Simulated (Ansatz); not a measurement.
A relaxation computed with Ansatz, from input to last step.

```yaml
crystal:
  lattice:
    - [1.7163348488, 0.8897537794, 4.7053066596]
    - [-1.507223236, 0.8701958436, 4.6303366032]
    - [0.0876182073, -1.9312662743, 4.7053067371]
  atoms:
    - { symbol: Na, position: [0.0351463884, 0.0, -0.0351463884] }
    - { symbol: H, position: [0.5139824835, 0.5, 0.4860175165] }
    - { symbol: F, position: [0.4032272211, 0.4343156767, 0.452356093] }
    - { symbol: F, position: [0.547643907, 0.5656843233, 0.5967727789] }
basis:
  ecutwfc: 420
kpoints:
  mp_grid: { grid: [9, 9, 9] }
hamiltonian:
  xc: pbesol
scf:
  occupations: { method: gaussian, width: 0.02 }
output:
  forces: true
  stress: true
  eigenvalues: true
  write_density: true
  write_potential: true
  elf: true
  volumetric_format: npy
relax:
  adjacent_minimum: "off"
  f_tol: 0.02
  max_steps: 40
  cell: { stress_tol: 0.1 }
```

```bash
ansatz run input.yaml --threads 1 --pin off --max-ram 2560MiB --backend cpu --events-out ev --progress --plain --runs-dir out
```

Computed with DFT PBEsol, scalar-relativistic, plane waves, PAW in Ansatz.

Of 14 frames 10 are shown, positions in Å and forces in eV/Å; the SCF threshold varies from step to step. Steps run on the plane waves of an earlier cell, with a Pulay correction in the pressure. The basis is chosen afresh for the last frame, the zero of the energies, and can be on the way; energy and pressure step there, also at an unchanged geometry. Here that happened at steps 9 (-8 meV/atom, 1.0 GPa), 12 (-2 meV/atom, 0.1 GPa); the frames before carry an error of that size.

```xyz
4
Lattice="1.7163 0.8898 4.7053 -1.5072 0.8702 4.6303 0.0876 -1.9313 4.7053" Properties=species:S:1:pos:R:3:forces:R:3 pbc="T T T" step=1 free_energy_over_end_meV_per_atom=282.00 pressure_GPa=19.02
Na    0.0572    0.0991    0.0000   -0.2610   -0.4530    0.0000
H     0.1711   -0.0462    7.0205    0.1850    0.3200    0.0000
F     0.0771   -0.1369    6.0368   -0.2880    0.2550   -7.4520
F     0.1396   -0.1730    8.0041    0.3640   -0.1220    7.4520
4
Lattice="1.7444 0.9326 4.6774 -1.5979 0.9226 4.6250 0.0645 -1.9769 4.6774" Properties=species:S:1:pos:R:3:forces:R:3 pbc="T T T" step=2 free_energy_over_end_meV_per_atom=60.44 pressure_GPa=5.38
Na    0.0456    0.0790    0.0000   -0.2250   -0.3900    0.0000
H     0.1271   -0.0235    6.9900   -0.1520   -0.2630    0.0000
F     0.0537   -0.1086    5.9145    0.0680    0.3960   -2.2250
F     0.0900   -0.1296    8.0654    0.3090    0.2570    2.2250
4
Lattice="1.6990 0.9546 4.6354 -1.6249 0.9381 4.6092 0.0227 -1.9487 4.6354" Properties=species:S:1:pos:R:3:forces:R:3 pbc="T T T" step=4 free_energy_over_end_meV_per_atom=11.74 pressure_GPa=1.42
Na   -0.0008   -0.0015    0.0000    0.0050    0.0080    0.0000
H     0.0485   -0.0279    6.9401    0.0020    0.0030    0.0000
F     0.0375   -0.0207    5.7949   -0.0140    0.0010    0.2180
F     0.0602   -0.0338    8.0852    0.0080   -0.0120   -0.2180
4
Lattice="1.7304 0.9754 4.6707 -1.6584 0.9575 4.6462 0.0205 -1.9863 4.6707" Properties=species:S:1:pos:R:3:forces:R:3 pbc="T T T" step=5 free_energy_over_end_meV_per_atom=11.81 pressure_GPa=-0.92
Na   -0.0021   -0.0037    0.0000    0.0090    0.0160    0.0000
H     0.0460   -0.0271    6.9938    0.0070    0.0120    0.0000
F     0.0355   -0.0178    5.8493   -0.0120   -0.0110    0.0520
F     0.0594   -0.0315    8.1383   -0.0030   -0.0160   -0.0520
4
Lattice="1.7484 0.9527 4.6475 -1.6317 0.9420 4.6066 0.0492 -1.9905 4.6475" Properties=species:S:1:pos:R:3:forces:R:3 pbc="T T T" step=7 free_energy_over_end_meV_per_atom=10.54 pressure_GPa=-0.02
Na   -0.0002   -0.0003    0.0000    0.0010    0.0010    0.0000
H     0.0831   -0.0477    6.9507   -0.0010   -0.0010    0.0000
F     0.0475   -0.0274    5.8104    0.0000    0.0000    0.0030
F     0.1184   -0.0683    8.0911    0.0000    0.0000   -0.0030
4
Lattice="1.7567 0.9502 4.6472 -1.6224 0.9367 4.6008 0.0555 -1.9965 4.6472" Properties=species:S:1:pos:R:3:forces:R:3 pbc="T T T" step=8 free_energy_over_end_meV_per_atom=10.52 pressure_GPa=0.00
Na    0.0000    0.0000    0.0000    0.0000    0.0000    0.0000
H     0.0949   -0.0548    6.9476    0.0000    0.0000    0.0000
F     0.0552   -0.0319    5.8076    0.0000    0.0000    0.0010
F     0.1345   -0.0777    8.0877    0.0010    0.0000   -0.0010
4
Lattice="1.7579 0.9688 4.6314 -1.6577 0.9571 4.5974 0.0399 -2.0068 4.6314" Properties=species:S:1:pos:R:3:forces:R:3 pbc="T T T" step=10 free_energy_over_end_meV_per_atom=2.08 pressure_GPa=0.43
Na    0.0000    0.0000    0.0000    0.0000    0.0000    0.0000
H     0.0700   -0.0405    6.9301    0.0000    0.0010    0.0000
F     0.0417   -0.0240    5.7884    0.0000    0.0000    0.0080
F     0.0985   -0.0568    8.0717    0.0000   -0.0010   -0.0080
4
Lattice="1.7598 0.9860 4.6012 -1.6959 0.9792 4.5800 0.0260 -2.0170 4.6012" Properties=species:S:1:pos:R:3:forces:R:3 pbc="T T T" step=11 free_energy_over_end_meV_per_atom=2.49 pressure_GPa=-0.03
Na    0.0000    0.0000    0.0000    0.0000    0.0000    0.0000
H     0.0449   -0.0259    6.8913    0.0000    0.0000    0.0000
F     0.0264   -0.0153    5.7489    0.0010    0.0000    0.0140
F     0.0634   -0.0366    8.0336   -0.0010    0.0010   -0.0140
4
Lattice="1.7544 0.9951 4.5856 -1.7176 0.9916 4.5736 0.0154 -2.0170 4.5856" Properties=species:S:1:pos:R:3:forces:R:3 pbc="T T T" step=13 free_energy_over_end_meV_per_atom=0.33 pressure_GPa=0.00
Na    0.0000   -0.0001    0.0000    0.0000    0.0000    0.0000
H     0.0262   -0.0150    6.8724    0.0000   -0.0010    0.0000
F     0.0151   -0.0087    5.7302    0.0010    0.0000    0.0060
F     0.0371   -0.0214    8.0146    0.0000    0.0000   -0.0060
4
Lattice="1.7544 0.9951 4.5856 -1.7176 0.9916 4.5736 0.0154 -2.0170 4.5856" Properties=species:S:1:pos:R:3:forces:R:3 pbc="T T T" step=14 free_energy_over_end_meV_per_atom=0.00 pressure_GPa=0.02
Na    0.0000   -0.0001    0.0000    0.0000    0.0000    0.0000
H     0.0262   -0.0150    6.8724    0.0000   -0.0010    0.0000
F     0.0151   -0.0087    5.7302    0.0010    0.0000    0.0060
F     0.0371   -0.0214    8.0146    0.0000    0.0000   -0.0060
```

The run took 2.9 min on 1 thread of Arm Neoverse V2, with other jobs on the host, peak memory 0.46 GiB.